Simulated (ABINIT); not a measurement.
# C (Fd-3m) in ABINIT: notebook

The runs below take C through equation of state, band structure, with revPBE, PBE, r2SCAN, rPW86PBE.

Everything below comes from runs of ABINIT 10.8.3 (patched build). Logs are shortened: lines on timing, memory, paths and dates and some standing lists are left out, and cuts for length are marked. The log counts tension as positive stress, the text compression.

**What was measured.**

From “Equation of state of cubic boron nitride at high pressures and temperatures”, 2007, arxiv:cond-mat/0702656, for a bulk crystal of C: bulk modulus 442 ± 5 GPa.

The runs below are set against these values where they give the same quantity.

### Step 1. The structure

It takes space group Fd-3m (No. 227, cubic). The conventional cell has a = 3.567 Å, b = 3.567 Å, c = 3.567 Å, α = 90.00°, β = 90.00°, γ = 90.00°. Around C (site symmetry -43m) lie 4 C at 1.54 Å.

This isn't the form of C at room conditions, which is graphite.

### Step 2. Equation of state, revPBE

File run.abi:

```
# Datasets: one volume each
ndtset 7
getwfk -1
scalecart1 3*0.9795861087
scalecart2 3*0.9864848297
scalecart3 3*0.9932883884
scalecart4 3*1.0000000000
scalecart5 3*1.0066227096
scalecart6 3*1.0131594038
scalecart7 3*1.0196128224

# Pseudopotentials
pp_dirpath "./"
pseudos "C.GGA_PBE-JTH.xml"

# Structure
acell 3*1.0 Angstrom
rprim
     0.0000000000     1.7833700000     1.7833700000
     1.7833700000     0.0000000000     1.7833700000
     1.7833700000     1.7833700000     0.0000000000
ntypat 1
znucl 6
natom 2
typat 1 1
xred
     0.7500000000     0.7500000000     0.7500000000
     0.5000000000     0.5000000000     0.5000000000

# Plane-wave basis
ecut 20.0
pawecutdg 40.0

# k points
kptopt 1
ngkpt 13 13 13
nshiftk 1
shiftk 0.0 0.0 0.0

# Exchange and correlation
ixc 14

# Bands and occupations
nband 8
occopt 3
tsmear 0.00183747

# SCF cycle
nstep 100
tolvrs 1.0e-9

# Output
iomode 3
prtwf 1
prtden 0
prteig 0
prtebands 0
enunit 2
```

Potentials or basis: JTH PAW PBE v2.0.

Started as:

```bash
$ abinit run.abi > log 2>&1
```

run.abo:

```text
.Version 10.8.3 of ABINIT
 DATASET    1 : space group Fd -3 m (#227); Bravais cF (face-center cubic)
================================================================================
 Values of the parameters that define the memory need for DATASET  1.
     intxc =       0    ionmov =       0      iscf =      17    lmnmax =       8
     lnmax =       4     mgfft =      20  mpssoang =       2    mqgrid =    3001
     natom =       2  nloc_mem =       2    nspden =       1   nspinor =       1
    nsppol =       1      nsym =      48    n1xccc =       1    ntypat =       1
    occopt =       3   xclevel =       2
       mpw =         322          nfft =        8000          nkpt =          84
 PAW method is used; the additional fine FFT grid is defined by:
   mgfftf=        30    nfftf =     27000
================================================================================
================================================================================
[... 71 lines left out ...]
 DATASET    7 : space group Fd -3 m (#227); Bravais cF (face-center cubic)
================================================================================
 Values of the parameters that define the memory need for DATASET  7.
     intxc =       0    ionmov =       0      iscf =      17    lmnmax =       8
     lnmax =       4     mgfft =      20  mpssoang =       2    mqgrid =    3001
     natom =       2  nloc_mem =       2    nspden =       1   nspinor =       1
    nsppol =       1      nsym =      48    n1xccc =       1    ntypat =       1
    occopt =       3   xclevel =       2
       mpw =         356          nfft =        8000          nkpt =          84
 PAW method is used; the additional fine FFT grid is defined by:
   mgfftf=        30    nfftf =     27000
================================================================================
================================================================================

--------------------------------------------------------------------------------
------------- Echo of variables that govern the present computation ------------
--------------------------------------------------------------------------------
 -outvars: echo values of preprocessed input variables --------
            acell      1.8897261259E+00  1.8897261259E+00  1.8897261259E+00 Bohr
              amu      1.20110000E+01
             ecut      2.00000000E+01 Hartree
           enunit           2
           getwfk          -1
                       outvar_i_n : Printing only first  50 k-points.
              ixc          14
           jdtset        1    2    3    4    5    6    7
                       outvar_i_n : Printing only first  50 k-points.
         kptrlatt       13    0    0      0   13    0      0    0   13
          kptrlen1     6.06933755E+01
          kptrlen2     6.11208078E+01
          kptrlen3     6.15423439E+01
          kptrlen4     6.19581831E+01
          kptrlen5     6.23685142E+01
          kptrlen6     6.27735159E+01
          kptrlen7     6.31733580E+01
            natom           2
            nband           8
           ndtset           7
            ngfft          20      20      20
          ngfftdg          30      30      30
             nkpt          84
            nstep         100
             nsym          48
           ntypat           1
                       prtocc : prtvol=0, do not print more k-points.
           occopt           3
        pawecutdg      4.00000000E+01 Hartree
         pawxcdev           0
           prtden           0
        prtebands           0
           prteig           0
            rprim1     0.0000000000E+00  1.7469644787E+00  1.7469644787E+00
                       1.7469644787E+00  0.0000000000E+00  1.7469644787E+00
                       1.7469644787E+00  1.7469644787E+00  0.0000000000E+00
            rprim2     0.0000000000E+00  1.7592674507E+00  1.7592674507E+00
                       1.7592674507E+00  0.0000000000E+00  1.7592674507E+00
                       1.7592674507E+00  1.7592674507E+00  0.0000000000E+00
            rprim3     0.0000000000E+00  1.7714007132E+00  1.7714007132E+00
                       1.7714007132E+00  0.0000000000E+00  1.7714007132E+00
                       1.7714007132E+00  1.7714007132E+00  0.0000000000E+00
            rprim4     0.0000000000E+00  1.7833700000E+00  1.7833700000E+00
                       1.7833700000E+00  0.0000000000E+00  1.7833700000E+00
                       1.7833700000E+00  1.7833700000E+00  0.0000000000E+00
            rprim5     0.0000000000E+00  1.7951807416E+00  1.7951807416E+00
                       1.7951807416E+00  0.0000000000E+00  1.7951807416E+00
                       1.7951807416E+00  1.7951807416E+00  0.0000000000E+00
            rprim6     0.0000000000E+00  1.8068380860E+00  1.8068380860E+00
                       1.8068380860E+00  0.0000000000E+00  1.8068380860E+00
                       1.8068380860E+00  1.8068380860E+00  0.0000000000E+00
            rprim7     0.0000000000E+00  1.8183469191E+00  1.8183469191E+00
                       1.8183469191E+00  0.0000000000E+00  1.8183469191E+00
                       1.8183469191E+00  1.8183469191E+00  0.0000000000E+00
          spgroup         227
           tolvrs      1.00000000E-09
           tsmear      1.83747000E-03 Hartree
            typat      1  1
           useylm           1
                       outvars : Printing only first  50 k-points.
           xangst1     2.6204467180E+00  2.6204467180E+00  2.6204467180E+00
                       1.7469644787E+00  1.7469644787E+00  1.7469644787E+00
           xangst2     2.6389011761E+00  2.6389011761E+00  2.6389011761E+00
                       1.7592674507E+00  1.7592674507E+00  1.7592674507E+00
           xangst3     2.6571010698E+00  2.6571010698E+00  2.6571010698E+00
                       1.7714007132E+00  1.7714007132E+00  1.7714007132E+00
           xangst4     2.6750550000E+00  2.6750550000E+00  2.6750550000E+00
                       1.7833700000E+00  1.7833700000E+00  1.7833700000E+00
           xangst5     2.6927711124E+00  2.6927711124E+00  2.6927711124E+00
                       1.7951807416E+00  1.7951807416E+00  1.7951807416E+00
           xangst6     2.7102571289E+00  2.7102571289E+00  2.7102571289E+00
                       1.8068380860E+00  1.8068380860E+00  1.8068380860E+00
           xangst7     2.7275203786E+00  2.7275203786E+00  2.7275203786E+00
                       1.8183469191E+00  1.8183469191E+00  1.8183469191E+00
            xcart1     4.9519266246E+00  4.9519266246E+00  4.9519266246E+00
                       3.3012844164E+00  3.3012844164E+00  3.3012844164E+00
            xcart2     4.9868004962E+00  4.9868004962E+00  4.9868004962E+00
                       3.3245336641E+00  3.3245336641E+00  3.3245336641E+00
            xcart3     5.0211933108E+00  5.0211933108E+00  5.0211933108E+00
                       3.3474622072E+00  3.3474622072E+00  3.3474622072E+00
            xcart4     5.0551213217E+00  5.0551213217E+00  5.0551213217E+00
                       3.3700808812E+00  3.3700808812E+00  3.3700808812E+00
            xcart5     5.0885999222E+00  5.0885999222E+00  5.0885999222E+00
                       3.3923999482E+00  3.3923999482E+00  3.3923999482E+00
            xcart6     5.1216437045E+00  5.1216437045E+00  5.1216437045E+00
                       3.4144291363E+00  3.4144291363E+00  3.4144291363E+00
            xcart7     5.1542665184E+00  5.1542665184E+00  5.1542665184E+00
                       3.4361776790E+00  3.4361776790E+00  3.4361776790E+00
             xred      7.5000000000E-01  7.5000000000E-01  7.5000000000E-01
                       5.0000000000E-01  5.0000000000E-01  5.0000000000E-01
            znucl        6.00000

================================================================================

 chkinp: Checking input parameters for consistency, jdtset=   1.

 chkinp: Checking input parameters for consistency, jdtset=   2.
[... 43 lines left out ...]
 getcut : COMMENT -
  Note that boxcut > 2.2 ; recall that boxcut=Gcut(box)/Gcut(sphere) = 2
  is sufficient for exact treatment of convolution.
  Such a large boxcut is a waste : you could raise ecut
  e.g. ecut=   51.052900 Hartrees makes boxcut=2

--- Pseudopotential description ------------------------------------------------
- pspini: atom type   1  psp file is ./C.GGA_PBE-JTH.xml
 Pseudopotential format is: paw10
 basis_size (lnmax)=  4 (lmn_size=  8), orbitals=   0   0   1   1
 Spheres core radius: rc_sph= 1.50736703
 Shapefunction is SIN type: shapef(r)=[sin(pi*r/rshp)/(pi*r/rshp)]**2
 Radius for shape functions =  1.30052589
 Compensation charge density is not taken into account in XC energy/potential

   6.99883411E+01                                ecore*ucvol(ha*bohr**3)
--------------------------------------------------------------------------------

================================================================================

--- !BeginCycle
iteration_state: {dtset: 1, }
solver: {iscf: 17, nstep: 100, nline: 4, wfoptalg: 10, }
tolerances: {tolvrs: 1.00E-09, }
...
[... 1263 lines left out ...]
-Cartesian components of stress tensor (GPa)         [Pressure= -1.7538E+01 GPa]
- sigma(1 1)=  1.75384898E+01  sigma(3 2)=  0.00000000E+00
- sigma(2 2)=  1.75384898E+01  sigma(3 1)=  0.00000000E+00
- sigma(3 3)=  1.75384898E+01  sigma(2 1)=  0.00000000E+00

== END DATASET(S) ==============================================================
================================================================================

 -outvars: echo values of variables after computation  --------
            acell      1.8897261259E+00  1.8897261259E+00  1.8897261259E+00 Bohr
           etotal1    -1.1445340411E+01
           etotal2    -1.1446996331E+01
           etotal3    -1.1448073564E+01
           etotal4    -1.1448618151E+01
           etotal5    -1.1448719113E+01
           etotal6    -1.1448392691E+01
           etotal7    -1.1447663007E+01
            fcart1    -1.3865805856E-27  5.7094494702E-28  7.3407207474E-28
                       1.3865805856E-27 -5.7094494702E-28 -7.3407207474E-28
            fcart2     6.1554809677E-27 -5.5075356027E-27  3.5636995076E-27
                      -6.1554809677E-27  5.5075356027E-27 -3.5636995076E-27
            fcart3     0.0000000000E+00  0.0000000000E+00  0.0000000000E+00
                       0.0000000000E+00  0.0000000000E+00  0.0000000000E+00
            fcart4    -1.5979706827E-28 -1.5979706827E-28  7.9898534133E-28
                       1.5979706827E-28  1.5979706827E-28 -7.9898534133E-28
            fcart5    -6.3498296529E-28  6.3498296529E-28 -1.9049488959E-27
                       6.3498296529E-28 -6.3498296529E-28  1.9049488959E-27
[... 38 lines left out ...]
                       0.0000000000E+00  0.0000000000E+00  0.0000000000E+00
           xangst1     2.6204467180E+00  2.6204467180E+00  2.6204467180E+00
                       1.7469644787E+00  1.7469644787E+00  1.7469644787E+00
           xangst2     2.6389011761E+00  2.6389011761E+00  2.6389011761E+00
                       1.7592674507E+00  1.7592674507E+00  1.7592674507E+00
           xangst3     2.6571010698E+00  2.6571010698E+00  2.6571010698E+00
                       1.7714007132E+00  1.7714007132E+00  1.7714007132E+00
           xangst4     2.6750550000E+00  2.6750550000E+00  2.6750550000E+00
                       1.7833700000E+00  1.7833700000E+00  1.7833700000E+00
           xangst5     2.6927711124E+00  2.6927711124E+00  2.6927711124E+00
                       1.7951807416E+00  1.7951807416E+00  1.7951807416E+00
           xangst6     2.7102571289E+00  2.7102571289E+00  2.7102571289E+00
                       1.8068380860E+00  1.8068380860E+00  1.8068380860E+00
           xangst7     2.7275203786E+00  2.7275203786E+00  2.7275203786E+00
                       1.8183469191E+00  1.8183469191E+00  1.8183469191E+00
             xred      7.5000000000E-01  7.5000000000E-01  7.5000000000E-01
                       5.0000000000E-01  5.0000000000E-01  5.0000000000E-01
 Calculation completed.
```

Wall time 26 s (1 thread of Arm Neoverse V2, shared host); peak memory 0.11 GiB.

What came out:

| Quantity | Value |
| --- | --- |
| Equilibrium volume | 5.75 Å³/atom |
| Bulk modulus | 425 GPa |
| Pressure derivative of the bulk modulus | 4.1 (rough: it moves with the points fitted) |

Energy against volume, from the lowest point:
| volume (Å³/atom) | energy (meV/atom) |
| --- | --- |
| 5.332 | 45.97 |
| 5.445 | 23.44 |
| 5.558 | 8.78 |
| 5.672 | 1.37 |
| 5.785 | 0.00 |
| 5.899 | 4.44 |
| 6.012 | 14.37 |

Caveat: pressures at fixed basis lie under the slope of the energies; the PAW data sets were made with another functional, which shifts forces and pressure a little; the atomic spheres overlap.

[end of part 1 of 2]
